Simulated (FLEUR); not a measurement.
Crystal: V.

```
V
1.0
     2.60429    0.00000    0.00000
    -1.30215    2.25538    0.00000
     0.00000    0.00000    4.72334
V
2
Direct
  0.33333 0.66667 0.25000
  0.66667 0.33333 0.75000
```

This isn't the form of V at room conditions, which is bcc.

Base run:

```yaml
Program: FLEUR MaX-R8.1 (later development tree)
Functional: LDA
Potentials_or_basis: all-electron
Basis: FLAPW
Kmax: 4.34 1/bohr
k_mesh: 10 × 10 × 5
Occupations: fermi-dirac, width 0.05 eV
Spin: collinear spin, ferromagnetic start
Starting_moments: "[2.0, 2.0] μB"
Hubbard_terms: V d U = 6 eV
```

Its results: band gap on the k mesh none (metal or under the smearing width); net moment 2.64 μB per cell; site moments V +1.19 μB.

Task: The run is repeated on the same cell with these changes: hubbard terms from V d U = 6 eV to V d U = 3 eV. What comes out?

Result: Band gap on the k mesh none (metal or under the smearing width); net moment 1.27 μB per cell; site moments V +0.54 μB.

Caveats: the U is typed as a test and isn't derived for this compound.

Not every run made on this cell is shown here.
